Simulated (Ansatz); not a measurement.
**InAs under changes of volume**

One of the cells (27.489 Å³/atom); the others are scaled copies at fixed shape and fractional positions:

```
CELL_PARAMETERS angstrom
0.00000 3.01800 3.01800
3.01800 0.00000 3.01800
3.01800 3.01800 0.00000
ATOMIC_POSITIONS crystal
In 0.00000 0.00000 0.00000
As 0.75000 0.75000 0.75000
```

| Item | Value |
| --- | --- |
| Program | Ansatz 0.2.0 |
| Functional | PBE0 |
| Potentials or basis | Ansatz PAW |
| Cutoff | 420 eV (not typed: the program's choice for these potentials) |
| k mesh | 4 × 4 × 4 |
| Occupations | fermi-dirac, width 0.05 eV |
| Spin | no spin polarisation |

| volume (Å³/atom) | energy over the lowest point (meV/atom) | pressure (GPa) | gap on the mesh (eV) |
| --- | --- | --- | --- |
| 25.840 | ? | ? | ? |
| 26.389 | 32.09 | 5.3 | 1.50 |
| 26.939 | 16.60 | 3.7 | 1.37 |
| 27.489 | 6.41 | 2.2 | 1.25 |
| 28.039 | 1.08 | 0.9 | 1.12 |
| 28.588 | 0.00 | -0.3 | 1.00 |
| 29.138 | 2.77 | -1.3 | 0.89 |

Question: What does the run at 25.840 Å³/atom give?

Answer: Energy over the lowest point 53.54 meV/atom; pressure 7.2 GPa; gap on the mesh 1.62 eV.

Worked out: A Birch-Murnaghan fit of order 3 (a polynomial in V^(-2/3)) to the other rows has its minimum at 28.46 Å³/atom with B0 = V·E''(V) = 59 GPa and B' = 4.7. It gives 53.54 meV/atom at 25.840 Å³/atom, against the run's 53.54, and -dE/dV = 7.2 GPa, against 7.2. A straight line through the other rows of the gap, of slope -6.19 eV per unit of ln V (its deformation potential), extrapolates to 1.63 eV, against the run's 1.62.

Energies are extrapolated to zero smearing.

Caveats: all runs use coarse meshes; spin-orbit coupling is left out, which moves the levels of the heavy elements; the PAW data sets come from PBE, with cores solved anew for the run's functional, which leaves a small shift of forces and pressure; the thresholds are loose for stress.
